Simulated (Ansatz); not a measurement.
Geometry optimisation in Ansatz: input, command and trajectory.

```yaml
crystal:
  lattice:
    - [3.223, 0.0, 0.0]
    - [-1.6115, 2.7911998764, 0.0]
    - [0.0, 0.0, 3.191]
  atoms:
    - { symbol: Mo, position: [0.0, 0.0, 0.0] }
    - { symbol: P, position: [0.3333333333, 0.6666666667, 0.5] }
basis:
  ecutwfc: 500
kpoints:
  mp_grid: { grid: [18, 18, 14] }
hamiltonian:
  xc: r2scan
scf:
  occupations: { method: gaussian, width: 0.1 }
output:
  forces: true
  stress: true
  eigenvalues: true
  write_density: true
  write_potential: true
  elf: true
  volumetric_format: npy
relax:
  adjacent_minimum: "off"
  f_tol: 0.005
  max_steps: 80
  cell: { stress_tol: 0.05 }
```

```bash
ansatz run input.yaml --threads 1 --pin off --max-ram 2560MiB --backend cpu --events-out ev --progress --plain --runs-dir out
```

The calculation used DFT r2SCAN, scalar-relativistic, plane waves, PAW in Ansatz.

Of 5 frames 4 are shown, positions in Å and forces in eV/Å; the SCF threshold varies from step to step. Steps run on the plane waves of an earlier cell, with a Pulay correction in the pressure. The basis is chosen afresh for the last frame, the zero of the energies, and at times for earlier ones too; energy and pressure step there, also at an unchanged geometry. The mark taken_back stands on steps that the optimiser undid.

```xyz
2
Lattice="3.2230 0.0000 0.0000 -1.6115 2.7912 0.0000 0.0000 0.0000 3.1910" Properties=species:S:1:pos:R:3:forces:R:3 pbc="T T T" step=1 free_energy_over_end_meV_per_atom=0.49 pressure_GPa=0.80
Mo    0.0000    0.0000    0.0000    0.0000    0.0000    0.0000
P     0.0000    1.8608    1.5955    0.0000    0.0000    0.0000
2
Lattice="3.2498 0.0000 0.0000 -1.6249 2.8145 0.0000 0.0000 0.0000 3.1643" Properties=species:S:1:pos:R:3:forces:R:3 pbc="T T T" step=2 free_energy_over_end_meV_per_atom=0.98 pressure_GPa=-0.45 taken_back
Mo    0.0000    0.0000    0.0000    0.0000    0.0000    0.0000
P     0.0000    1.8763    1.5821    0.0000    0.0000    0.0000
2
Lattice="3.2348 0.0000 0.0000 -1.6174 2.8015 0.0000 0.0000 0.0000 3.1814" Properties=species:S:1:pos:R:3:forces:R:3 pbc="T T T" step=3 free_energy_over_end_meV_per_atom=0.02 pressure_GPa=0.04
Mo    0.0000    0.0000    0.0000    0.0000    0.0000    0.0000
P     0.0000    1.8676    1.5907    0.0000    0.0000    0.0000
2
Lattice="3.2349 0.0000 0.0000 -1.6174 2.8015 0.0000 0.0000 0.0000 3.1818" Properties=species:S:1:pos:R:3:forces:R:3 pbc="T T T" step=5 free_energy_over_end_meV_per_atom=0.00 pressure_GPa=0.01
Mo    0.0000    0.0000    0.0000    0.0000    0.0000    0.0000
P     0.0000    1.8676    1.5909    0.0000    0.0000    0.0000
```

The run took 120 s on 1 thread of Intel(R) Xeon(R) Platinum 8259CL CPU @ 2.50GHz (Skylake/Cascade Lake), on a shared host, peak memory 0.62 GiB.